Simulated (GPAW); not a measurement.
BN:

```
N B
1.0
     2.49824    0.00000    0.00000
    -1.24912    2.16354    0.00000
     0.00000    0.00000    6.63570
N B
2 2
Direct
  0.66667 0.33333 0.25000
  0.33333 0.66667 0.75000
  0.66667 0.33333 0.75000
  0.33333 0.66667 0.25000
```

Base run:

| Item | Value |
| --- | --- |
| Program | GPAW 26.7.0 |
| Functional | PBE |
| Potentials or basis | PAW data sets generated in the run's folder for this functional |
| Cutoff | 800 eV |
| Basis | pw |
| k mesh | 9 × 9 × 3 |
| Occupations | fermi-dirac, width 0.05 eV |
| Spin | no spin polarisation |

Its results: band gap on the k mesh 4.43 eV, indirect (least direct gap 4.71 eV); pressure 4.3 GPa.

Question: After a change of settings the same cell gave: band gap on the k mesh 4.38 eV, indirect (least direct gap 4.67 eV); pressure 3.5 GPa. Which change was it?
A. functional from PBE to LDA; potentials or basis from PAW data sets generated in the run's folder for this functional to the program's PAW data sets (release 1.2.1) made for this functional
B. functional from PBE to PBEint; band points from 80 to 60
C. potentials or basis from PAW data sets generated in the run's folder for this functional to GPAW PAW data sets (gpaw-data 1.2.1); k mesh from 9 × 9 × 3 to 12 × 12 × 4
D. potentials or basis from PAW data sets generated in the run's folder for this functional to GPAW PAW data sets (gpaw-data 1.2.1); band points from 80 to 100

Answer: B.

Caveats: the mesh misses the band edges, which the band path finds closer together; this functional lacks dispersion, which binds the layers, so the pressure and a relaxed spacing across them are unreliable (some runs).

Not every run made on this cell is shown here.
